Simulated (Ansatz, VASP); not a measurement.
# Si24H14C3 in two plane-wave programs, part 2 of 2

Aim: how closely do two programs agree when they are given the same cell, functional and k mesh? The cell is taken from a series of runs on this material, whose earlier steps may have relaxed, scaled, displaced or heated it; both programs get it as it stands.

VASP 6.6.1 and Ansatz 0.2.0.

So far: Set-up; Ansatz: single point, PBE.

### Step 3. VASP: single point, PBE

Level of this step: PBE; plane waves and PAW (H, C, Si) (VASP).

The same cell, functional, mesh and smearing now go to VASP, with its own data sets.

Lines of VASP's logs that name or quote its potential files are left out, and so is its time.

File INCAR:

```
SYSTEM = Si24H14C3
PREC = Accurate
ENCUT = 520
EDIFF = 1E-06
NELM = 120
ISMEAR = -1
SIGMA = 0.02
LREAL = Auto
ALGO = Normal
GGA = PE
NBANDS = 96
LORBIT = 11
LWAVE = .FALSE.
LCHARG = .FALSE.
ISIF = 2
LDIPOL = .TRUE.
IDIPOL = 3
DIPOL = 0.5 0.5 0.549
LVHAR = .TRUE.
LASPH = .TRUE.
GGA_COMPAT = .FALSE.
EFERMI = MIDGAP
NELMDL = -8
KPAR = 4
```

File POSCAR:

```
Si24H14C3
1.0
    7.6791796437      0.0000000000      0.0000000000
    3.8395898218      6.6503646517      0.0000000000
    0.0000000000      0.0000000000     24.6937769138
H C Si
14 3 24
Direct
    0.1141332533      0.0318142407      0.7238073211
    0.8520903539      0.1174507507      0.7236514653
    0.0297953635      0.8552074353      0.7240904155
    0.6152872935      0.0295596701      0.7240774373
    0.3543006025      0.1140828572      0.7238317737
    0.5305695183      0.8520005901      0.7236395259
    0.1175818465      0.5305170170      0.7236315908
    0.8553257243      0.6151279810      0.7240984988
    0.0318774687      0.3541649266      0.7238198676
    0.5000295613      0.5000022110      0.6891871890
    0.0000000000      0.0000000000      0.2834722300
    0.5000000000      0.0000000000      0.2834722300
    0.0000000000      0.5000000000      0.2834722300
    0.5000000000      0.5000000000      0.2834722300
    0.9985802441      0.0012235091      0.7080733580
    0.5003770892      0.9984829729      0.7080734003
    0.0013078119      0.5002878147      0.7080738252
    0.9989608451      0.0003688914      0.6306447665
    0.5007441912      0.9989303390      0.6306442397
    0.0003961822      0.5007195167      0.6306450468
    0.5000262934      0.5000054801      0.6279599636
    0.8355423290      0.3330104556      0.5978530231
    0.3330306974      0.3314863782      0.5978495300
    0.8333635342      0.8333404793      0.5978063115
    0.3315144433      0.8355194930      0.5978499296
    0.8336529577      0.3333858335      0.5022454711
    0.3334060447      0.3329759869      0.5022425748
    0.8333544925      0.8333308115      0.5022392906
    0.3329985511      0.8336344106      0.5022431783
    0.1666820178      0.1666659779      0.4698380322
    0.6668205046      0.1666835686      0.4699608772
    0.1667044432      0.6665110462      0.4699606242
    0.6665306541      0.6667999826      0.4699608472
    0.1666666670      0.1666666670      0.3743353240
    0.6666666670      0.1666666670      0.3743353240
    0.1666666670      0.6666666670      0.3743353240
    0.6666666670      0.6666666670      0.3743353240
    0.0000000000      0.0000000000      0.3425964380
    0.5000000000      0.0000000000      0.3425964380
    0.0000000000      0.5000000000      0.3425964380
    0.5000000000      0.5000000000      0.3425964380
```

File KPOINTS:

```
Automatic mesh
0
Gamma
3 3 1
0 0 0
```

Potentials, in the order of the species: H, C and Si (PBE family, release 64).

Command:

```bash
$ mpirun -np 8 vasp_std
```

Numbers of over 12 decimals in the logs are rounded to 6 here.

Output:

```text
[banner, memory and clock lines left out]
running    8 mpi-ranks, on    1 nodes
[...]
|                                                                             |
|           W    W    AA    RRRRR   N    N  II  N    N   GGGG   !!!           |
|           W    W   A  A   R    R  NN   N  II  NN   N  G    G  !!!           |
|           W    W  A    A  R    R  N N  N  II  N N  N  G       !!!           |
|           W WW W  AAAAAA  RRRRR   N  N N  II  N  N N  G  GGG   !            |
|           WW  WW  A    A  R   R   N   NN  II  N   NN  G    G                |
|           W    W  A    A  R    R  N    N  II  N    N   GGGG   !!!           |
|                                                                             |
|     For optimal performance we recommend to set                             |
|       NCORE = 2 up to number-of-cores-per-socket                            |
|     NCORE specifies how many cores store one orbital (NPAR=cpu/NCORE).      |
|     This setting can greatly improve the performance of VASP for DFT.       |
|     The default, NCORE=1 might be grossly inefficient on modern             |
|     multi-core architectures or massively parallel machines. Do your        |
|     Unfortunately you need to use the default for GW and RPA                |
|     calculations (for HF NCORE is supported but not extensively tested      |
|     yet).                                                                   |
|                                                                             |

 LDA part: xc-table for (Slater+PW92), standard interpolation
 POSCAR, INCAR and KPOINTS ok, starting setup
[...]
entering main loop
       N       E                     dE             d eps       ncg     rms          rms(c)
DAV:   1     0.530878823490E+03    0.53088E+03   -0.41399E+04   960   0.960E+02
DAV:   2    -0.143202321512E+03   -0.67408E+03   -0.64267E+03  1256   0.182E+02
DAV:   3    -0.216123861729E+03   -0.72922E+02   -0.71897E+02  1200   0.580E+01
DAV:   4    -0.219186841546E+03   -0.30630E+01   -0.30529E+01  1408   0.137E+01
[...]
DAV:  25    -0.206876223245E+03   -0.25807E-04   -0.22745E-06  1024   0.383E-03    0.124E-03
DAV:  26    -0.206876227444E+03   -0.41994E-05   -0.48733E-07   920   0.189E-03    0.806E-04
DAV:  27    -0.206876227647E+03   -0.20285E-06   -0.20654E-07   816   0.105E-03
   1 F= -.20687623E+03 E0= -.20687623E+03  d E =-.733766E-12
```

Parts of OUTCAR (step 3):

```text
  Total        6.0872301      6.0880348      4.0089677     -0.0018105     -0.0004820     -0.0071788
  in kB        7.7336141      7.7346364      5.0932540     -0.0023001     -0.0006124     -0.0091204
  external PRESSURE =       6.8538348 kB  Pullay stress =       0.0000000 kB

 POSITION                                       TOTAL-FORCE (eV/Angst)
 -----------------------------------------------------------------------------------
      0.99860      0.21158     17.87354         0.018558      0.002312      0.012904
      6.99432      0.78109     17.86969        -0.010436      0.016527      0.010127
      3.51245      5.68744     17.88053        -0.007074     -0.019010      0.010487
      4.83840      0.19658     17.88021         0.020032      0.003569      0.010498
      3.15877      0.75869     17.87414        -0.011251      0.014834      0.012774
      7.34567      5.66611     17.86939        -0.009130     -0.017106      0.010237
      2.93990      3.52813     17.86920         0.019702      0.000793      0.010256
      8.93004      4.09083     17.88073        -0.013101      0.015657      0.010425
      1.60464      2.35533     17.87385        -0.007276     -0.017002      0.012913
      5.75962      3.32520     17.01863        -0.000105      0.000034     -0.013984
      0.00000      0.00000      7.00000        -0.000020     -0.000923     -0.763157
      3.83959      0.00000      7.00000         0.000869      0.000397     -0.763149
      1.91979      3.32518      7.00000        -0.000705      0.000508     -0.763153
      5.75938      3.32518      7.00000         0.000052     -0.000007     -0.763290
[...]
-----------------------------------------------------------------------------------
    total drift:                                0.000138      0.000222     -0.004008

  FREE ENERGIE OF THE ION-ELECTRON SYSTEM (eV)
  ---------------------------------------------------
  free  energy   TOTEN  =      -206.8762276471 eV

  energy  without entropy=     -206.8762276471  energy(sigma->0) =     -206.87622765

[... 3 further parts left out ...]
[key lines of the parts left out:]
E-fermi :   0.4273
```

### Step 4. Side by side

Known differences besides the potentials themselves: the cutoff is 420 eV in Ansatz and 520 eV in VASP (PREC = Accurate, projectors in real space). Total energies have different zeros and are not compared.

Compared:

```tsv
quantity	Ansatz	VASP	difference
gap on the k mesh (eV)	1.087	1.087	0.000
```

Forces on 10 of the 41 atoms, those with the largest forces and the largest differences (eV/Å; atoms numbered as in POSCAR):

```tsv
atom	Ansatz x, y, z	VASP x, y, z
H1	-0.003, -0.002, 0.006	0.019, 0.002, 0.013
H5	0.003, -0.002, 0.006	-0.011, 0.015, 0.013
H9	0.000, 0.004, 0.006	-0.007, -0.017, 0.013
H11	0.000, -0.001, -0.773	0.000, -0.001, -0.763
H13	-0.001, 0.000, -0.773	-0.001, 0.001, -0.763
H14	0.000, 0.000, -0.773	0.000, 0.000, -0.763
Si38	-0.001, 0.001, 0.848	-0.001, 0.001, 0.836
Si39	-0.001, -0.001, 0.848	-0.001, -0.001, 0.836
Si40	0.001, 0.000, 0.848	0.001, 0.000, 0.836
Si41	0.000, 0.000, 0.847	0.000, 0.000, 0.835
```

The forces differ by 7.4 meV/Å r.m.s., which is 3.6 % of the r.m.s. force of 0.205 eV/Å (both taken over all components). A gap on the mesh is an upper bound, since the band edges may lie between its points. With vacuum in the cell, a pressure given here is an average over mostly empty space and none of the material.

### Step 5. Results

| Quantity | Value |
| --- | --- |
| r.m.s. force difference (single point, PBE) | 3.6 % of the r.m.s. force |

**Reading.** The r.m.s. force difference is 3.6 % of the r.m.s. force (single point, PBE), beyond the 3 % picked in this series as the mark of a large difference. Such differences can come from data sets, numerical settings and the points named under the comparisons, not from the functional's error against experiment.

[Lines on the potential files, build, host, timing and source positions are cut from VASP's logs without a mark.]

[Logs are printed without paths, hosts, clocks, repeated set-up lines and the standing remarks that a program may print on its own settings, such as how far it seeks lower states.]

[Hosts, paths, dates, database ids (printed as entryN), source tags and the programs' standing remarks are cut or masked in the printed files.]
